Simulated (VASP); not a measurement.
MgTe:

```
Mg Te
1.0
     4.52000    0.00000    0.00000
    -2.26000    3.91443    0.00000
     0.00000    0.00000    7.33000
Mg Te
2 2
Cartesian
  0.0000 2.6096 0.0000
  2.2600 1.3048 3.6650
  0.0000 2.6096 2.8220
  2.2600 1.3048 6.4870
```

| Quantity | Value |
| --- | --- |
| Program | VASP 6.6.1 |
| Task | relaxation of cell and atoms |
| Functional | PBE |
| Potentials or basis | VASP PAW PBE potentials, release 64 (Mg, Te) |
| Cutoff | 600 eV |
| k mesh | 9 × 9 × 4 |
| Occupations | gaussian, width 0.03 eV |
| Spin | no spin polarisation |

At the start: pressure 2.4 GPa; volume 32.42 Å³/atom.

Task: How do energy, volume and symmetry change on relaxing?

Result: Over 7 steps the energy falls by 17.8 meV/atom and the volume is 34.49 Å³/atom (+6.4 %); space group P6_3mc (No. 186, to 0.05 Å).

Step by step:
| step | energy change (eV) | largest force (eV/Å) | pressure (GPa) | volume (Å³) |
| --- | --- | --- | --- | --- |
| 1 | 0.0000 | 0.2352 | 2.40 | 129.69 |
| 2 | -0.0666 | 0.0603 | -0.29 | 139.02 |
| 3 | -0.0675 | 0.0762 | -0.04 | 137.98 |
| 4 | -0.0685 | 0.0548 | -0.01 | 137.87 |
| 5 | -0.0698 | 0.0132 | 0.08 | 137.53 |
| 6 | -0.0706 | 0.0111 | 0.04 | 137.65 |
| 7 | -0.0713 | 0.0073 | -0.02 | 137.96 |

Final structure:
```
CELL_PARAMETERS angstrom
4.60823 0.00000 0.00000
-2.30411 3.99084 0.00000
0.00000 0.00000 7.50174
ATOMIC_POSITIONS crystal
Mg 0.33333 0.66667 0.00445
Mg 0.66667 0.33333 0.50445
Te 0.33333 0.66667 0.38055
Te 0.66667 0.33333 0.88055
```
